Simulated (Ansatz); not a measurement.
Method: r²SCAN, scalar-relativistic; no spin polarisation; PAW, 500 eV, 8×8×8 k-mesh, Gaussian smearing of 0.05 eV; code Ansatz. The datasets are Ansatz's generated set soft_2.

The calculation on Li2X, where X is one element, gave:

- Space group: Fm-3m (No. 225)
- Conventional cell: a = 5.691 Å, b = 5.691 Å, c = 5.691 Å, α = 90.00°, β = 90.00°, γ = 90.00°
- Volume: 15.36 Å³/atom
- Band gap: 3.87 eV
- Smallest direct gap: 4.96 eV
- Bader charges: Li 0.88; X -1.76 e
- Formation energy from the elements (0 K, uncorrected): -1.51 eV/atom

Sites: Li on 8c, X on 4a.

Task: Which element is X?
A. Cl
B. P
C. S
D. Si

Result: C. X is S, so the compound is Li2S.

The chain of runs began from a cell as deposited in COD, expanded in volume.

Semilocal functionals underestimate band gaps, commonly by a third or more.
